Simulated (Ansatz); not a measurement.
# Dielectric response of CaSe (001) films, part 3 of 5

Aim: the electronic and static ε of rocksalt CaSe (001) from films of three thicknesses in a field.

Ansatz 0.2.0; plane-wave DFT, PBE, Ansatz PAW (the session's first sound run).

So far. Step 8 (Relaxing in the field, 6 atoms, field -0.05 V/Å): The dipole is -0.0442 e·Å, and the gap on the mesh 2.259 eV. Step 9 (Response with the atoms relaxed, 6 atoms, units 3): The induced dipole is that of a conductor 9.14 Å thick.

### 10. Relaxing the film, 10 atoms, units 5

This step: plane-wave DFT, PBE, Ansatz PAW (Ansatz 0.2.0).

System of this step: CaSe (001), 5 units. The cell holds 10 atoms: 5 Ca and 5 Se. Its edges and angles: a = 4.186 Å, b = 4.186 Å, c = 29.840 Å, α = 90.0°, β = 90.0°, γ = 90.0°. It derives from CaSe (rocksalt CaSe). Vacuum lies along c.

The next thickness, treated alike, so that differences show the interior and the faces cancel.

input.yaml reads:

```yaml
crystal:
  lattice:
    - [4.18607214, 0.0, 0.0]
    - [0.0, 4.18607214, 0.0]
    - [0.0, 0.0, 29.84]
  atoms:
    - { symbol: Ca, position: [0.5, 0.5, 0.3016085791] }
    - { symbol: Se, position: [0.0, 0.0, 0.3016085791] }
    - { symbol: Ca, position: [0.0, 0.0, 0.4008042895] }
    - { symbol: Se, position: [0.5, 0.5, 0.4008042895] }
    - { symbol: Ca, position: [0.5, 0.5, 0.5] }
    - { symbol: Se, position: [0.0, 0.0, 0.5] }
    - { symbol: Ca, position: [0.0, 0.0, 0.5991957105] }
    - { symbol: Se, position: [0.5, 0.5, 0.5991957105] }
    - { symbol: Ca, position: [0.5, 0.5, 0.6983914209] }
    - { symbol: Se, position: [0.0, 0.0, 0.6983914209] }
kpoints:
  mp_grid: { grid: [6, 6, 1] }
hamiltonian:
  xc: pbe
scf:
  occupations: { method: fixed }
  convergence: { dr2_threshold: 1.0e-09 }
efield:
  axis: 3
  dipole_correction: true
  ramp_position: 0.97
  ramp_width: 0.06
relax:
  f_tol: 0.003
  max_steps: 100
output:
  write_potential: true
  write_density: true
  volumetric_format: npy
```

Launch:

```
$ ansatz run input.yaml --threads 4 --pin off --max-ram 8192MiB --backend cpu --events-out ev --progress --plain --runs-dir out
```

Numbers of over 12 decimals in the logs are rounded to 6 here.

Output:

```text
[...]
Crystal: 10 atoms, lattice volume = 522.892 Å³
Basis set: ecut = 420 eV, 10107 PW (Γ), exchange–correlation on 60×60×400 points (8 copies of the dense FFT grid, shifted against one another)
Bands: 78, of which v1, the nominal top of the filled ones, is band 65 counted from 1 (64 counted from 0)
Symmetry: 8 space group operations
k-points: 10 of 36
[...]
- { symbol: Se, position: [0, 0.0, 0.298190] }
    - { symbol: Ca, position: [0, 0.0, 0.399103] }
    - { symbol: Se, position: [0.5, 0.5, 0.400482] }
    - { symbol: Ca, position: [0.5, 0.5, 0.500000] }
    - { symbol: Se, position: [0, 0.0, 0.500000] }
    - { symbol: Ca, position: [0, 0.0, 0.600897] }
    - { symbol: Se, position: [0.5, 0.5, 0.599518] }
    - { symbol: Ca, position: [0.5, 0.5, 0.696872] }
    - { symbol: Se, position: [0, 0.0, 0.701810] }
[key lines of the parts left out:]
SCF converged after 7 iterations
Free energy (F): -36449.217869 eV
Fermi energy:    1.073067 eV
Dipole field:    D = -0.000000 V/Å  (p = -0.000001 e·Å, saw-weighted, corrected)
Work function:   Φ+ = 4.7940 eV   Φ− = 4.7940 eV
```

It took 46 s on 4 threads of Arm Neoverse V1, shared host; peak memory 1.2 GiB.

Relaxation path:

| step | energy less that of the first step (eV) | largest force component (eV/Å) |
| --- | --- | --- |
| 1 | 0.0000 | 0.3706 |
| 2 | 0.0247 | 0.4733 |
| 3 | -0.0566 | 0.0150 |
| 4 | -0.0568 | 0.0019 |

Relaxation step 2 was tried and not accepted.

The run keeps the 8 symmetry operations that it works with, so distortions that break them were not tested.

The atoms that moved most (Å):

| atom | dx | dy | dz | length |
| --- | --- | --- | --- | --- |
| Se2 | 0.000 | 0.000 | -0.102 | 0.102 |
| Se10 | 0.000 | 0.000 | 0.102 | 0.102 |
| Ca7 | 0.000 | 0.000 | 0.051 | 0.051 |
| Ca3 | 0.000 | 0.000 | -0.051 | 0.051 |
| Ca1 | 0.000 | 0.000 | 0.045 | 0.045 |
| Ca9 | 0.000 | 0.000 | -0.045 | 0.045 |
| Se4 | 0.000 | 0.000 | -0.010 | 0.010 |
| Se8 | 0.000 | 0.000 | 0.010 | 0.010 |

The relaxation took 4 steps and lowered the energy by 0.057 eV; the largest force on the free atoms ends at 0.0019 eV/Å.

The gap is 2.17 eV, with the valence edge 4.79 eV and the conduction edge 2.63 eV under the upper vacuum level.

### 11. The relaxed film, single point, 10 atoms, units 5

The next thickness, treated alike, so that differences show the interior and the faces cancel.

input.yaml, the sections that differ from step 10:

```yaml
crystal:
  lattice:
    - [4.18607214, 0.0, 0.0]
    - [0.0, 4.18607214, 0.0]
    - [0.0, 0.0, 29.84]
  atoms:
    - { symbol: Ca, position: [0.5, 0.5, 0.3031276606] }
    - { symbol: Se, position: [0.0, 0.0, 0.298189538] }
    - { symbol: Ca, position: [0.0, 0.0, 0.3991032228] }
    - { symbol: Se, position: [0.5, 0.5, 0.4004815469] }
    - { symbol: Ca, position: [0.5, 0.5, 0.5000000003] }
    - { symbol: Se, position: [0.0, 0.0, 0.4999999988] }
    - { symbol: Ca, position: [0.0, 0.0, 0.6008967792] }
    - { symbol: Se, position: [0.5, 0.5, 0.5995184519] }
    - { symbol: Ca, position: [0.5, 0.5, 0.6968723406] }
    - { symbol: Se, position: [0.0, 0.0, 0.7018104609] }
output:
  eigenvalues: true
  write_potential: true
  write_density: true
  volumetric_format: npy
  elf: true
# kpoints, hamiltonian, scf, efield: as in step 10
# relax: removed
```

Output:

```text
[...]
Crystal: 10 atoms, lattice volume = 522.892 Å³
Basis set: ecut = 420 eV, 10107 PW (Γ)
Bands: 78, of which v1, the nominal top of the filled ones, is band 65 counted from 1 (64 counted from 0)
Symmetry: 8 space group operations
k-points: 10 of 36
[...]
k-point 0: bands = [... 61 lower, 0.9575, 0.9575, 1.0731, 1.0731, 3.2409, 3.4599, 3.8799, 4.1173, ... 9 higher]
  k-point 1: bands = [... 61 lower, 0.5544, 0.7208, 0.7420, 0.8118, 3.8747, 4.0462, 4.3464, 4.4892, ... 9 higher]
  k-point 2: bands = [... 61 lower, 0.3036, 0.3316, 0.3826, 0.3967, 4.7073, 4.7774, 5.1200, 5.1210, ... 9 higher]
  k-point 9: bands = [... 61 lower, 0.0199, 0.0199, 0.5013, 0.6098, 3.4100, 3.4100, 4.1252, 4.1252, ... 9 higher]
[key lines of the parts left out:]
SCF converged after 8 iterations
Free energy (F): -36449.217841 eV
Fermi energy:    1.073081 eV
Dipole field:    D = -0.000001 V/Å  (p = -0.000002 e·Å, saw-weighted, corrected)
Work function:   Φ+ = 4.7940 eV   Φ− = 4.7940 eV
```

Wall time 18 s (4 threads); peak memory 1.2 GiB; 72 s of CPU time.

The gap is 2.17 eV, with the valence edge 4.79 eV and the conduction edge 2.63 eV under the upper vacuum level.

### 12. Atoms held, 10 atoms, units 5, field 0.1 V/Å

Changes to input.yaml since step 11:

```diff
@@ -22,3 +22,3 @@
   occupations: { method: fixed }
-  convergence: { dr2_threshold: 1.0e-09 }
+  convergence: { dr2_threshold: 1.0e-10 }
 efield:
@@ -26,6 +26,6 @@
   dipole_correction: true
-  ramp_position: 0.97
-  ramp_width: 0.06
+  ramp_position: 0.9532
+  ramp_width: 0.0937
+  amplitude: 0.1
 output:
-  eigenvalues: true
   write_potential: true
@@ -33,2 +33 @@
   volumetric_format: npy
-  elf: true
```

Output:

```text
[...]
Crystal: 10 atoms, lattice volume = 522.892 Å³
Basis set: ecut = 420 eV, 10107 PW (Γ)
Bands: 78, of which v1, the nominal top of the filled ones, is band 65 counted from 1 (64 counted from 0)
Symmetry: 8 space group operations
k-points: 10 of 36
[...]
k-point 0: bands = [... 61 lower, 0.9328, 0.9328, 1.1136, 1.1136, 3.2259, 3.4665, 3.8788, 4.0569, ... 9 higher]
  k-point 1: bands = [... 61 lower, 0.5426, 0.6995, 0.7330, 0.8695, 3.8549, 4.0535, 4.3043, 4.4437, ... 9 higher]
  k-point 2: bands = [... 61 lower, 0.2488, 0.2963, 0.4002, 0.4879, 4.6075, 4.8623, 5.0826, 5.1469, ... 9 higher]
  k-point 9: bands = [... 61 lower, 0.0332, 0.0332, 0.4421, 0.6693, 3.4039, 3.4039, 4.1271, 4.1271, ... 9 higher]
[key lines of the parts left out:]
SCF converged after 13 iterations
Free energy (F): -36449.224049 eV
Fermi energy:    1.113561 eV
Dipole field:    D = 0.042972 V/Å  (p = 0.124175 e·Å, saw-weighted, corrected)
```

Run time: 21 s. Hardware: 4 threads; peak memory 1.2 GiB.

The dipole is 0.124 e·Å, and the gap on the mesh 2.112 eV.

### 13. Single point, 10 atoms, units 5, field -0.1 V/Å

Changes to input.yaml since step 12:

```diff
@@ -28,3 +28,3 @@
   ramp_width: 0.0937
-  amplitude: 0.1
+  amplitude: -0.1
 output:
```

Output:

```text
[...]
Crystal: 10 atoms, lattice volume = 522.892 Å³
Basis set: ecut = 420 eV, 10107 PW (Γ)
Bands: 78, of which v1, the nominal top of the filled ones, is band 65 counted from 1 (64 counted from 0)
Symmetry: 8 space group operations
k-points: 10 of 36
[...]
k-point 0: bands = [... 61 lower, 0.9329, 0.9329, 1.1137, 1.1137, 3.2261, 3.4666, 3.8790, 4.0571, ... 9 higher]
  k-point 1: bands = [... 61 lower, 0.5428, 0.6997, 0.7331, 0.8697, 3.8551, 4.0537, 4.3045, 4.4438, ... 9 higher]
  k-point 2: bands = [... 61 lower, 0.2490, 0.2964, 0.4004, 0.4881, 4.6077, 4.8625, 5.0827, 5.1471, ... 9 higher]
  k-point 9: bands = [... 61 lower, 0.0334, 0.0334, 0.4422, 0.6694, 3.4041, 3.4041, 4.1272, 4.1272, ... 9 higher]
[key lines of the parts left out:]
SCF converged after 13 iterations
Free energy (F): -36449.224049 eV
Fermi energy:    1.113732 eV
Dipole field:    D = -0.042972 V/Å  (p = -0.124176 e·Å, saw-weighted, corrected)
```

Run time: 21 s. Hardware: 4 threads; peak memory 1.2 GiB; 82 s of CPU time.

The dipole is -0.124 e·Å, and the gap on the mesh 2.112 eV.

### 14. Response with the atoms held, 10 atoms, units 5

This step: plane-wave DFT, PBE, Ansatz PAW; response to a field along the normal, atoms held (Ansatz 0.2.0).

Local field over the applied field, running mean. From the potentials at -0.1 and 0.1 V/Å; running mean over 2.96 Å, taken twice. The local field over applied field by z:

| z (Å) | local field over applied field |
| --- | --- |
| 5 | 0.957 |
| 6 | 0.845 |
| 7 | 0.639 |
| 8 | 0.401 |
| 9 | 0.234 |
| 10 | 0.169 |
| 11 | 0.168 |
| 12 | 0.175 |
| 13 | 0.179 |
| 14 | 0.177 |
| 15 | 0.177 |
| 16 | 0.178 |
| 17 | 0.179 |
| 18 | 0.174 |
| 19 | 0.167 |
| 20 | 0.173 |
| 21 | 0.253 |
| 22 | 0.436 |
| 23 | 0.677 |
| 24 | 0.870 |
| 25 | 0.966 |

The induced dipole is that of a conductor 12.82 Å thick.

### 15. Field on, atoms free, 10 atoms, units 5, field 0.05 V/Å

This step: plane-wave DFT, PBE, Ansatz PAW (Ansatz 0.2.0).

The same pair of relaxations in the field for this thickness.

Changes to input.yaml since step 13:

```diff
@@ -28,3 +28,6 @@
   ramp_width: 0.0937
-  amplitude: -0.1
+  amplitude: 0.05
+relax:
+  f_tol: 0.0006
+  max_steps: 70
 output:
```

Output:

```text
[...]
Crystal: 10 atoms, lattice volume = 522.892 Å³
Basis set: ecut = 420 eV, 10107 PW (Γ), exchange–correlation on 60×60×400 points (8 copies of the dense FFT grid, shifted against one another)
Bands: 78, of which v1, the nominal top of the filled ones, is band 65 counted from 1 (64 counted from 0)
Symmetry: 8 space group operations
k-points: 10 of 36
[...]
- { symbol: Se, position: [0, 0.0, 0.298038] }
    - { symbol: Ca, position: [0, 0.0, 0.399136] }
    - { symbol: Se, position: [0.5, 0.5, 0.400430] }
    - { symbol: Ca, position: [0.5, 0.5, 0.500076] }
    - { symbol: Se, position: [0, 0.0, 0.499933] }
    - { symbol: Ca, position: [0, 0.0, 0.600962] }
    - { symbol: Se, position: [0.5, 0.5, 0.599521] }
    - { symbol: Ca, position: [0.5, 0.5, 0.696994] }
    - { symbol: Se, position: [0, 0.0, 0.701728] }
[key lines of the parts left out:]
SCF converged after 6 iterations
Free energy (F): -36449.219637 eV
Fermi energy:    1.074716 eV
Dipole field:    D = 0.024439 V/Å  (p = 0.070620 e·Å, saw-weighted, corrected)
```

It took 46 s on 4 threads; peak memory 1.2 GiB; 3 min of CPU time.

Hardly anything moved in the relaxation; the energy changed by under 0.2 meV an atom.

The relaxation took 4 steps and lowered the energy by 2.2e-4 eV; the largest force on the free atoms ends at 2.4e-4 eV/Å.

The dipole is 0.0706 e·Å, and the gap on the mesh 2.165 eV.

### 16. Relaxing in the field, 10 atoms, units 5, field -0.05 V/Å

The opposite sign, again from the field-free geometry; the difference of the two cancels what relaxes without a field.

Changes to input.yaml since step 15:

```diff
@@ -28,3 +28,3 @@
   ramp_width: 0.0937
-  amplitude: 0.05
+  amplitude: -0.05
 relax:
```

Output:

```text
[...]
Crystal: 10 atoms, lattice volume = 522.892 Å³
Basis set: ecut = 420 eV, 10107 PW (Γ), exchange–correlation on 60×60×400 points (8 copies of the dense FFT grid, shifted against one another)
Bands: 78, of which v1, the nominal top of the filled ones, is band 65 counted from 1 (64 counted from 0)
Symmetry: 8 space group operations
k-points: 10 of 36
[...]
- { symbol: Se, position: [0, 0.0, 0.298272] }
    - { symbol: Ca, position: [0, 0.0, 0.399038] }
    - { symbol: Se, position: [0.5, 0.5, 0.400479] }
    - { symbol: Ca, position: [0.5, 0.5, 0.499924] }
    - { symbol: Se, position: [0, 0.0, 0.500067] }
    - { symbol: Ca, position: [0, 0.0, 0.600864] }
    - { symbol: Se, position: [0.5, 0.5, 0.599570] }
    - { symbol: Ca, position: [0.5, 0.5, 0.696817] }
    - { symbol: Se, position: [0, 0.0, 0.701962] }
[key lines of the parts left out:]
SCF converged after 6 iterations
Free energy (F): -36449.219637 eV
Fermi energy:    1.074792 eV
Dipole field:    D = -0.024439 V/Å  (p = -0.070621 e·Å, saw-weighted, corrected)
```

Wall time 46 s (4 threads); peak memory 1.2 GiB.

No atom moved by 0.005 Å in the relaxation.

The relaxation took 4 steps and lowered the energy by 2.2e-4 eV; the largest force on the free atoms ends at 2.4e-4 eV/Å.

The dipole is -0.0706 e·Å, and the gap on the mesh 2.165 eV.

### 17. Response with the atoms relaxed, 10 atoms, units 5

This step: plane-wave DFT, PBE, Ansatz PAW; response to a field along the normal, atoms relaxed (Ansatz 0.2.0).

Local field over the applied field, running mean. From the potentials at -0.05 and 0.05 V/Å; running mean over 2.96 Å, taken twice. Table of local field over applied field by z:

| z (Å) | local field over applied field |
| --- | --- |
| 4.5 | 0.979 |
| 5.0 | 0.946 |
| 5.5 | 0.893 |
| 6.0 | 0.830 |
| 6.5 | 0.716 |
| 7.0 | 0.582 |
| 7.5 | 0.436 |
| 8.0 | 0.312 |
| 8.5 | 0.207 |
| 9.0 | 0.101 |
| 9.5 | 0.0554 |
| 10.0 | 0.0343 |
| 10.5 | 0.0432 |
| 11.0 | 0.0496 |
| 11.5 | 0.0567 |
| 12.0 | 0.0808 |
| 12.5 | 0.0877 |
| 13.0 | 0.0928 |
| 13.5 | 0.0854 |
| 14.0 | 0.0797 |
| 14.5 | 0.0754 |
| 15.0 | 0.0695 |
| 15.5 | 0.0786 |
| 16.0 | 0.0803 |
| 16.5 | 0.0884 |
| 17.0 | 0.0926 |
| 17.5 | 0.0864 |
| 18.0 | 0.0745 |
| 18.5 | 0.0503 |
| 19.0 | 0.0500 |
| 19.5 | 0.0390 |
| 20.0 | 0.0374 |
| 20.5 | 0.0651 |
| 21.0 | 0.129 |
| 21.5 | 0.245 |
| 22.0 | 0.346 |
| 22.5 | 0.482 |
| 23.0 | 0.626 |
| 23.5 | 0.757 |
| 24.0 | 0.855 |
| 24.5 | 0.909 |
| 25.0 | 0.960 |
| 25.5 | 0.983 |

The induced dipole is that of a conductor 14.59 Å thick.

### 18. Relaxation, 16 atoms, units 8

This step: plane-wave DFT, PBE, Ansatz PAW (Ansatz 0.2.0).

System of this step: CaSe (001), 8 units. The cell holds 16 atoms: 8 Ca and 8 Se. Its edges and angles: a = 4.186 Å, b = 4.186 Å, c = 38.720 Å, α = 90.0°, β = 90.0°, γ = 90.0°. It derives from CaSe (rocksalt CaSe). Vacuum lies along c.

The next thickness, treated alike, so that differences show the interior and the faces cancel.

input.yaml reads:

```yaml
crystal:
  lattice:
    - [4.18607214, 0.0, 0.0]
    - [0.0, 4.18607214, 0.0]
    - [0.0, 0.0, 38.72]
  atoms:
    - { symbol: Ca, position: [0.5, 0.5, 0.2324380165] }
    - { symbol: Se, position: [0.0, 0.0, 0.2324380165] }
    - { symbol: Ca, position: [0.0, 0.0, 0.3088842975] }
    - { symbol: Se, position: [0.5, 0.5, 0.3088842975] }
    - { symbol: Ca, position: [0.5, 0.5, 0.3853305785] }
    - { symbol: Se, position: [0.0, 0.0, 0.3853305785] }
    - { symbol: Ca, position: [0.0, 0.0, 0.4617768595] }
    - { symbol: Se, position: [0.5, 0.5, 0.4617768595] }
    - { symbol: Ca, position: [0.5, 0.5, 0.5382231405] }
    - { symbol: Se, position: [0.0, 0.0, 0.5382231405] }
    - { symbol: Ca, position: [0.0, 0.0, 0.6146694215] }
    - { symbol: Se, position: [0.5, 0.5, 0.6146694215] }
    - { symbol: Ca, position: [0.5, 0.5, 0.6911157025] }
    - { symbol: Se, position: [0.0, 0.0, 0.6911157025] }
    - { symbol: Ca, position: [0.0, 0.0, 0.7675619835] }
    - { symbol: Se, position: [0.5, 0.5, 0.7675619835] }
kpoints:
  mp_grid: { grid: [6, 6, 1] }
hamiltonian:
  xc: pbe
scf:
  occupations: { method: fixed }
  convergence: { dr2_threshold: 1.0e-09 }
efield:
  axis: 3
  dipole_correction: true
  ramp_position: 0.97
  ramp_width: 0.06
relax:
  f_tol: 0.003
  max_steps: 100
output:
  write_potential: true
  write_density: true
  volumetric_format: npy
```

Output:

```text
[...]
Crystal: 16 atoms, lattice volume = 678.498 Å³
Basis set: ecut = 420 eV, 13137 PW (Γ), exchange–correlation on 60×60×540 points (8 copies of the dense FFT grid, shifted against one another)
Bands: 125, of which v1, the nominal top of the filled ones, is band 104 counted from 1 (103 counted from 0)
Symmetry: 8 space group operations
k-points: 10 of 36
[...]
- { symbol: Ca, position: [0.5, 0.5, 0.538650] }
    - { symbol: Se, position: [0, 0.0, 0.538487] }
    - { symbol: Ca, position: [0, 0.0, 0.615457] }
    - { symbol: Se, position: [0.5, 0.5, 0.615843] }
    - { symbol: Ca, position: [0.5, 0.5, 0.693515] }
    - { symbol: Se, position: [0, 0.0, 0.692337] }
    - { symbol: Ca, position: [0, 0.0, 0.767389] }
    - { symbol: Se, position: [0.5, 0.5, 0.771253] }
[key lines of the parts left out:]
SCF converged after 8 iterations
Free energy (F): -58319.222117 eV
Fermi energy:    2.446679 eV
Dipole field:    D = 0.000001 V/Å  (p = 0.000003 e·Å, saw-weighted, corrected)
Work function:   Φ+ = 4.7879 eV   Φ− = 4.7879 eV
```

Elapsed: 2.5 min, on 4 threads; peak memory 2 GiB.

Step by step:

| step | energy less that of the first step (eV) | largest force component (eV/Å) |
| --- | --- | --- |
| 1 | 0.0000 | 0.3705 |
| 2 | 0.0066 | 0.4297 |
| 3 | -0.0587 | 0.0321 |
| 4 | -0.0614 | 0.0046 |
| 5 | -0.0615 | 0.0016 |

Relaxation step 2 was tried and not accepted.

The run keeps the 8 symmetry operations that it works with, so distortions that break them were not tested.

The atoms that moved most (Å):

| atom | dx | dy | dz | length |
| --- | --- | --- | --- | --- |
| Se2 | 0.000 | 0.000 | -0.143 | 0.143 |
| Se16 | 0.000 | 0.000 | 0.143 | 0.143 |
| Ca3 | 0.000 | 0.000 | -0.093 | 0.093 |
| Ca13 | 0.000 | 0.000 | 0.093 | 0.093 |
| Se14 | 0.000 | 0.000 | 0.047 | 0.047 |
| Se4 | 0.000 | 0.000 | -0.047 | 0.047 |
| Se12 | 0.000 | 0.000 | 0.045 | 0.045 |
| Se6 | 0.000 | 0.000 | -0.045 | 0.045 |

Running mean over 2.96 Å of the planar mean; the ramp of the sawtooth is left out. Table of electron's electrostatic potential energy less the highest filled level by z:

z (Å), electron's electrostatic potential energy less the highest filled level (eV) and a bar from the least value:
```
        4       4.79 ##############################
        6       4.65 #############################
        8      -0.91 ######
       10      -2.26 
       12      -2.24 
       14      -2.12 #
       16      -2.14 #
       18      -2.22 
       20      -2.16 #
       22      -2.15 #
       24      -2.19 #
       26      -2.14 #
       28      -2.33 
       30      -2.04 #
       32       3.90 ##########################
       34       4.78 ##############################
```

The relaxation took 5 steps and lowered the energy by 0.061 eV; the largest force on the free atoms ends at 0.0016 eV/Å.

The gap is 2.12 eV, with the valence edge 4.79 eV and the conduction edge 2.67 eV under the upper vacuum level.

### 19. Side by side

Times are for 4 threads of Arm Neoverse V1, shared host. Results by setting:

| no. | units | gap by band count (eV) | ionisation energy, upper face (eV) | electron affinity, upper face (eV) | time | memory (GiB) |
| --- | --- | --- | --- | --- | --- | --- |
| 1 | 3 | 2.259 | 4.779 | 2.520 | 22 s | 0.78 |
| 2 | 5 | 2.168 | 4.794 | 2.626 | 46 s | 1.2 |
| 3 | 8 | 2.116 | 4.788 | 2.672 | 2.5 min | 2.0 |

The valence density, planar mean (3) oscillates, so the rows of the table below give means over windows of 1 Å about each position, cut where the curve ends. Its maxima inside the range that stand out by 2 % of the span (Å: e/Å³): 9.0: 1.58, 12.0: 1.60, 14.9: 1.58. Its minima: 10.5: 0.0716, 13.5: 0.0716.

The runs together. Valence density, planar mean against z; means over each step:

| z (Å) | 3 (e/Å³) | 5 (e/Å³) | 8 (e/Å³) |
| --- | --- | --- | --- |
| 5 | 7.5e-5 | 7.9e-5 | 8.8e-5 |
| 6 | 9.5e-4 | 0.00102 | 0.00114 |
| 7 | 0.0122 | 0.0132 | 0.0146 |
| 8 | 0.181 | 0.200 | 0.230 |
| 9 | 1.10 | 1.10 | 1.08 |
| 10 | 0.187 | 0.178 | 0.163 |
| 11 | 0.206 | 0.225 | 0.251 |
| 12 | 1.11 | 1.10 | 1.08 |
| 13 | 0.171 | 0.161 | 0.149 |
| 14 | 0.224 | 0.232 | 0.256 |
| 15 | 1.10 | 1.10 | 1.08 |
| 16 | 0.143 | 0.157 | 0.145 |
| 17 | 0.00998 | 0.243 | 0.268 |
| 18 | 7.7e-4 | 1.09 | 1.08 |
| 19 | 6.1e-5 | 0.154 | 0.140 |
| 20 | 4.7e-6 | 0.266 | 0.283 |
| 21 | 0 | 1.08 | 1.07 |
| 22 | 0 | 0.124 | 0.134 |
| 23 | 0 | 0.00886 | 0.296 |

(Continued in part 4 of 5.)

[Logs are printed without paths, hosts, clocks, repeated set-up lines and the standing remarks that a program may print on its own settings, such as how far it seeks lower states.]

[Hosts, paths, dates, database ids (printed as entryN), source tags and the programs' standing remarks are cut or masked in the printed files.]

[Maps of the electrostatic potential energy from Ansatz leave out the sawtooth potential of an applied field or a dipole correction, so their vacuum need not be flat; planar profiles and work functions include it.]
